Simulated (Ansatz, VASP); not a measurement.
## TePt in VASP and in Ansatz

The input INCAR:

```
SYSTEM = TePt
PREC = Accurate ; ENCUT = 520
EDIFF = 1E-6 ; ISMEAR = -1
SIGMA = 0.05 ; LREAL = .FALSE.
LASPH = .TRUE. ; NELM = 80
ALGO = Normal ; ISIF = 2
LWAVE = .FALSE. ; LCHARG = .TRUE.
LELF = .TRUE. ; LVHAR = .TRUE.
NBANDS = 15
```

KPOINTS

```
Automatic mesh
0
G
  11 11 11
  0 0 0
```

The input POSCAR:

```
TePt
1.0
    0.0000000000      2.7181162182      2.7181162182
    2.7181162182      0.0000000000      2.7181162182
    2.7181162182      2.7181162182      0.0000000000
Pt Te
1 1
Direct
    0.0000000000      0.0000000000      0.0000000000
    0.2500000000      0.2500000000      0.2500000000
```

Input for Ansatz:

```yaml
crystal:
  lattice:
    - [0.0, 2.7181162182, 2.7181162182]
    - [2.7181162182, 0.0, 2.7181162182]
    - [2.7181162182, 2.7181162182, 0.0]
  atoms:
    - { symbol: Pt, position: [0.0, 0.0, 0.0] }
    - { symbol: Te, position: [0.25, 0.25, 0.25] }
kpoints:
  mp_grid: { grid: [11, 11, 11] }
scf:
  occupations: { method: fermi_dirac, width: 0.05 }
hamiltonian:
  xc: lda
  pseudopotentials: { kind: all_electron, lapw: { basis_error: 0.001 } }
output:
  forces: true
  stress: true
  eigenvalues: true
  populations: true
```

Change from the starting cell: volume scaled by 0.78, LAPW.

Alike in both runs: task single point; functional LDA; k mesh 11 × 11 × 11; occupations fermi-dirac, width 0.05 eV; no spin polarisation.

|  | VASP | Ansatz |
| --- | --- | --- |
| version | VASP 6.6.1 | Ansatz 0.2.0 |
| potentials or method | VASP PAW LDA potentials, release 64 (Pt, Te) | all-electron LAPW, scalar-relativistic |
| plane-wave cutoff (eV) | 520 | see its input |

```tsv
	VASP	Ansatz	Ansatz less VASP
pressure (GPa)	49.5	49.5	-0.04
```

Ansatz ran all-electron here, so the differences hold the error of VASP's frozen core and of both bases.

Caveats: so large a pressure means that the cell lies far from this level's equilibrium, or that cutoff or potentials fall short (VASP). Spin-orbit coupling is left out, which matters for the levels of Pt, Te.
